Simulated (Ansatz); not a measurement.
Al2Cu (I4/mcm), clamped-ion strain scan

Computed with DFT PBE, scalar-relativistic, plane waves, PAW (Ansatz). Cutoff 420 eV, Γ-centred 12×12×12 k-points, Gaussian smearing of 0.15 eV. No spin polarisation. Energies are free energies at this smearing, counted from the undisturbed cell; pressure is positive in compression.

The undisturbed cell (relaxed at this level; with this scan's settings it stands at 0.1 GPa; it needn't be the usual structure):

```yaml
crystal:
  lattice:
    - [-3.02619, 3.02619, 2.44162]
    - [3.02619, -3.02619, 2.44162]
    - [3.02619, 3.02619, -2.44162]
  atoms:
    - { symbol: Al, position: [0.15872, 0.65872, 0.81744] }
    - { symbol: Al, position: [0.65872, 0.84128, 0.50000] }
    - { symbol: Al, position: [0.84128, 0.34128, 0.18256] }
    - { symbol: Al, position: [0.34128, 0.15872, 0.50000] }
    - { symbol: Cu, position: [0.75000, 0.75000, 0.00000] }
    - { symbol: Cu, position: [0.25000, 0.25000, 0.00000] }
```

The cell is strained by ε times the Voigt pattern (0, 0, 0, 0, 1, 0) (xx, yy, zz, yz, xz, xy; engineering shear) with fractional coordinates fixed. The cell is metallic on the mesh throughout.

| ε | ΔE (meV/atom) | stress summed along the pattern (GPa, tension positive) | pressure (GPa) |
| --- | --- | --- | --- |
| -0.0600 | 7.0 | -2.44 | 0.3 |
| -0.0300 | 1.9 | -1.28 | 0.1 |
| 0.0000 | 0.0 | 0.00 | 0.1 |
| 0.0450 | 4.0 | ? | ? |

Give the withheld values.

stress summed along the pattern (GPa, tension positive) at ε = 0.0450: 1.84; pressure (GPa) at ε = 0.0450: 0.2.